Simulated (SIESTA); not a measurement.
# NiO (Fm-3m) in SIESTA: further runs, part 4 of 4

SIESTA 5.4.2. Earlier steps stand in the parts before.

## (9) Single point, PBE, collinear spin, ferromagnetic start, 9.26 Å³/atom

NiO.fdf

```
SystemName                      NiO
SystemLabel                     NiO
NumberOfSpecies                 2
NumberOfAtoms                   2
%block ChemicalSpeciesLabel
  1  28 Ni
  2   8 O
%endblock ChemicalSpeciesLabel

LatticeConstant                 1.0 Ang
%block LatticeVectors
     0.0000000000     2.0997159621     2.0997159621
     2.0997159621     0.0000000000     2.0997159621
     2.0997159621     2.0997159621     0.0000000000
%endblock LatticeVectors
AtomicCoordinatesFormat         Fractional
%block AtomicCoordinatesAndAtomicSpecies
     0.0000000000     0.0000000000     0.0000000000  1  Ni
     0.5000000000     0.5000000000     0.5000000000  2  O
%endblock AtomicCoordinatesAndAtomicSpecies

%block kgrid.MonkhorstPack
    8   0   0  0.0
    0   8   0  0.0
    0   0   8  0.0
%endblock kgrid.MonkhorstPack
XC.Functional                   GGA
XC.Authors                      PBE
PAO.BasisSize                   SZ
PAO.EnergyShift                 0.002 Ry
Mesh.Cutoff                     800 Ry
Spin                            polarized
%block DM.InitSpin
    1   1.000
    2   0.000
%endblock DM.InitSpin
OccupationFunction              FD
ElectronicTemperature           0.05 eV
MaxSCFIterations                200
SCF.MustConverge                false
SCF.Mixer.Method                Pulay
SCF.Mixer.Weight                0.1
SCF.Mixer.History               10
SCF.DM.Tolerance                5.0e-05
SCF.H.Tolerance                 1.0e-03 eV
WriteForces                     true
Charge.Mulliken                 end
```

Potentials or basis: PseudoDojo 0.4 standard (PBE files), SZ (energy shift 0.002 Ry).

Started as:

```
$ siesta NiO.fdf > NiO.out 2>&1
```

Run time: 17 s. Hardware: 1 thread of Arm Neoverse V2, shared host; peak memory 0.19 GiB.

Results (log left out):

```yaml
Free_energy: -5010.4713 eV
Pressure: 5.6 GPa
Band_gap_on_the_k_mesh: none (metal or under the smearing width)
Net_moment: 0.73 μB per cell
Site_moments: Ni +0.61; O +0.12 μB
```

Caveat: the basis has no polarisation orbitals; short orbitals over semicore shells can move pressures by several GPa; the basis of atomic orbitals isn't converged, which shifts pressures, moduli and gaps; a cell with one magnetic atom can't hold antiferromagnetic order, which such compounds often take; semilocal functionals often make such compounds metallic where correlation or magnetic order opens a gap, which also shifts bond lengths.

## (10) Single point, PBE, collinear spin, ferromagnetic start, 9.44 Å³/atom

Changes to NiO.fdf since step 9:

```diff
@@ -11,5 +11,5 @@
 %block LatticeVectors
-     0.0000000000     2.0997159621     2.0997159621
-     2.0997159621     0.0000000000     2.0997159621
-     2.0997159621     2.0997159621     0.0000000000
+     0.0000000000     2.1133508634     2.1133508634
+     2.1133508634     0.0000000000     2.1133508634
+     2.1133508634     2.1133508634     0.0000000000
 %endblock LatticeVectors
```

Started as:

```
$ siesta < NiO.fdf > NiO.out 2>&1
```

Wall time 15 s (1 thread of Arm Neoverse V2, shared host); peak memory 0.19 GiB.

Results (log left out):

```yaml
Free_energy: -5010.4800 eV
Pressure: 2.1 GPa
Band_gap_on_the_k_mesh: none (metal or under the smearing width)
Net_moment: 0.74 μB per cell
Site_moments: Ni +0.62; O +0.12 μB
```

Caveat: the basis has no polarisation orbitals; short orbitals over semicore shells can move pressures by several GPa; the basis of atomic orbitals isn't converged, which shifts pressures, moduli and gaps; a cell with one magnetic atom can't hold antiferromagnetic order, which such compounds often take; semilocal functionals often make such compounds metallic where correlation or magnetic order opens a gap, which also shifts bond lengths.

## (11) Single point, PBE, collinear spin, ferromagnetic start, 9.62 Å³/atom

Changes to NiO.fdf since step 10:

```diff
@@ -11,5 +11,5 @@
 %block LatticeVectors
-     0.0000000000     2.1133508634     2.1133508634
-     2.1133508634     0.0000000000     2.1133508634
-     2.1133508634     2.1133508634     0.0000000000
+     0.0000000000     2.1268120599     2.1268120599
+     2.1268120599     0.0000000000     2.1268120599
+     2.1268120599     2.1268120599     0.0000000000
 %endblock LatticeVectors
```

Started as:

```
$ siesta < NiO.fdf > NiO.out 2>&1
```

It took 17 s on 1 thread of Arm Neoverse V2, shared host; peak memory 0.19 GiB.

It converged, with:

| Item | Value |
| --- | --- |
| Free energy | -5010.4804 eV |
| Pressure | -1.9 GPa |
| Band gap on the k mesh | none (metal or under the smearing width) |
| Net moment | 0.75 μB per cell |
| Site moments | Ni +0.63; O +0.12 μB |

Caveat: the basis has no polarisation orbitals; short orbitals over semicore shells can move pressures by several GPa; the basis of atomic orbitals isn't converged, which shifts pressures, moduli and gaps; a cell with one magnetic atom can't hold antiferromagnetic order, which such compounds often take; semilocal functionals often make such compounds metallic where correlation or magnetic order opens a gap, which also shifts bond lengths.

## (12) Equation of state, PBE, collinear spin, ferromagnetic start

Potentials or basis: PseudoDojo 0.4 standard (PBE files), SZ (energy shift 0.002 Ry).

No new run: the results of the series are fitted here.

What came out:

```yaml
Equilibrium_volume: 9.53 Å³/atom
Bulk_modulus: 189 GPa
Pressure_derivative_of_the_bulk_modulus: "5.3 (rough: it moves with the points fitted)"
```

Energy against volume, from the lowest point:
| volume (Å³/atom) | energy (meV/atom) |
| --- | --- |
| 8.531 | 76.98 |
| 8.713 | 49.43 |
| 8.894 | 28.13 |
| 9.076 | 13.26 |
| 9.257 | 4.50 |
| 9.439 | 0.15 |
| 9.620 | 0.00 |

Caveat: the basis has no polarisation orbitals; short orbitals over semicore shells can move pressures by several GPa; the basis of atomic orbitals isn't converged, which shifts pressures, moduli and gaps. PBE usually gives volumes a little too large and moduli too small.

## (13) Equation of state, PBE, collinear spin, ferromagnetic start

run.py

```python
from ase import Atoms
from ase.calculators.siesta import Siesta
from ase.units import Ry, GPa
from ase.eos import EquationOfState

atoms = Atoms(
    ['Ni', 'O'],
    cell=[
        [0.0, 2.0859016414, 2.0859016414],
        [2.0859016414, 0.0, 2.0859016414],
        [2.0859016414, 2.0859016414, 0.0],
    ],
    scaled_positions=[
        [0.0, 0.0, 0.0],
        [0.5, 0.5, 0.5],
    ],
    pbc=True,
)

fdf = {
    'SCFMustConverge': False,
    'DM.InitSpin': ['  1   1.000', '  2   0.000'],
    'OccupationFunction': 'FD',
    'ElectronicTemperature': '0.05 eV',
    'MaxSCFIterations': '200',
    'SCF.Mixer.Method': 'Pulay',
    'SCF.Mixer.Weight': '0.1',
    'SCF.Mixer.History': '10',
    'SCF.DM.Tolerance': '5.0e-05',
    'SCF.H.Tolerance': '1.0e-03 eV',
    'WriteForces': 'true',
    'Charge.Mulliken': 'end',
}
calc = Siesta(
    label="NiO",
    command="siesta < PREFIX.fdf > PREFIX.out",
    pseudo_path="pseudos",
    pseudo_qualifier="",
    xc=('GGA', 'PBE'),
    basis_set="DZ",
    mesh_cutoff=800 * Ry,
    energy_shift=0.002 * Ry,
    kpts=[8, 8, 8],
    spin="collinear",
    fdf_arguments=fdf,
)
atoms.calc = calc

cell0 = atoms.cell.copy()
volumes, energies = [], []
for x in [0.94, 0.96, 0.98, 1.0, 1.02, 1.04, 1.06]:
    atoms.set_cell(cell0 * x ** (1 / 3), scale_atoms=True)
    volumes.append(atoms.get_volume() / len(atoms))
    energies.append(atoms.get_potential_energy(force_consistent=True) / len(atoms))
    print(f"V = {volumes[-1]:.5f} A^3/atom   F = {energies[-1]:.6f} eV/atom", flush=True)
v0, e0, b0 = EquationOfState(volumes, energies, eos="birchmurnaghan").fit()
print(f"v0 = {v0:.4f} A^3/atom, e0 = {e0:.5f} eV/atom, B0 = {b0 / GPa:.1f} GPa")
```

Potentials or basis: PseudoDojo 0.4 standard (PBE files), DZ (energy shift 0.002 Ry).

Started as:

```
$ python run.py
```

Wall time 2.9 min (1 thread of Arm Neoverse V2, shared host); peak memory 0.21 GiB.

It converged, with:

```
Equilibrium volume                      : 9.29 Å³/atom
Bulk modulus                            : 209 GPa
Pressure derivative of the bulk modulus : 4.1 (rough: it moves with the points fitted)
```

Energy against volume, from the lowest point:
```csv
volume (Å³/atom),energy (meV/atom)
8.531,46.59
8.713,26.33
8.894,11.61
9.076,2.88
9.257,0.00
9.439,1.35
9.620,6.76
```

Caveat: the basis has no polarisation orbitals; semicore shells carry a single zeta, which can move pressures by several GPa and volumes by a few percent; the basis of atomic orbitals isn't converged, which shifts pressures, moduli and gaps. Zero-point motion and thermal expansion aren't in these numbers.

## (14) The runs side by side

```csv
task,level,potentials or basis,k mesh,gap on the mesh (eV),pressure (GPa),moment (μB),V0 of scaled cells (Å³/atom),B0 (GPa)
equation of state,RPBE,"PseudoDojo 0.4 standard (PBE files), DZP (energy shift 0.002 Ry)",8 × 8 × 8,-,-,-,-,-
band structure,PBE,"PseudoDojo 0.4 standard (PBE files), DZ (energy shift 0.002 Ry)",11 × 11 × 11,none,4.3,1.78,-,-
band structure,PBEsol,"PseudoDojo 0.4 standard (PBEsol files), TZP (energy shift 0.002 Ry)",8 × 8 × 8,none,-9.8,1.11,-,-
equation of state,PBE,"PseudoDojo 0.4 standard (PBE files), SZ (energy shift 0.002 Ry)",8 × 8 × 8,-,-,-,9.53,189
equation of state,PBE,"PseudoDojo 0.4 standard (PBE files), DZ (energy shift 0.002 Ry)",8 × 8 × 8,-,-,-,9.29,209
```

Alike in all rows: spin collinear, ferromagnetic start; cell as given; smearing fermi-dirac 0.05 eV; grid cutoff 800 Ry; energy shift 0.002 Ry.

Caveats: the basis of atomic orbitals isn't converged, which shifts pressures, moduli and gaps; semicore shells carry a single zeta, which can move pressures by several GPa and volumes by a few percent (some runs); the basis has no polarisation orbitals (some runs); a cell with one magnetic atom can't hold antiferromagnetic order, which such compounds often take (some runs); semilocal functionals often make such compounds metallic where correlation or magnetic order opens a gap, which also shifts bond lengths (some runs); the minimum lies outside the volumes run (some runs); the potentials were made for another functional, which shifts forces and pressure (some runs).

Total energies depend on the potentials used, so only differences within one code and one set of settings carry meaning.

## (15) Comparison with measurements

Step 4. Measured gap of NiO: 4.3 eV (quoted in “Local correlations, non-local screening, multiplets, and band formation in NiO”, 2012, arxiv:1210.6675). This calculation gives 0.00 eV (-4.30 eV). So large a miss can be the level of theory's own, or it may mean another phase, state or a wrong row. The value is that of PBEsol in an atomic basis (PseudoDojo 0.4 standard (PBEsol files), TZP (energy shift 0.002 Ry)), whose error adds to the functional's, on a finite k mesh, which can miss the band edges, without temperature or zero-point motion. Semilocal functionals fall short of measured gaps as a rule. The run's magnetic order (collinear spin, ferromagnetic start) needn't be the measured crystal's.
